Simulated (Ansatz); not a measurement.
The same hydrogen abstraction along the group B, Al, In.

Program: Ansatz. Geometries: PBE0-D4/def2-TZVP. ΔE: electronic, gas phase. CCSD(T)/CBS adds triple-zeta CCSD(T) − MP2 to the extrapolated MP2 energy (def2 sets, frozen cores). This one scheme is used for every species. DFT in def2-TZVPP. B3LYP here is the variant with VWN-RPA as its local correlation; programs differ in this. No spin–orbit coupling; open shells (•) take unrestricted orbitals. def2 core potentials past Kr. For In outer-core shells are correlated without core-valence functions, which leaves a few kJ/mol of doubt a bond. Each species was taken in one conformer, which may not be the lowest.

```csv
reaction,CCSD(T)/CBS(def2) (eV)
`NBCl` + `F[C](F)F`• → `N[B]Cl`• + trifluoromethane,?
`[NH2][AlH][Cl]` + `F[C](F)F`• → `[NH2][Al][Cl]`• + trifluoromethane,-1.04
`[NH2][InH][Cl]` + `F[C](F)F`• → `[NH2][In][Cl]`• + trifluoromethane,-1.72
```

(1) Fill in the missing values. (Best estimate.)

Largest T1 diagnostic: 0.019, for `[NH2][In][Cl]`•.

Results:

(1) Ansatz gave: `NBCl` + `F[C](F)F`• → `N[B]Cl`• + trifluoromethane: -0.08 eV.
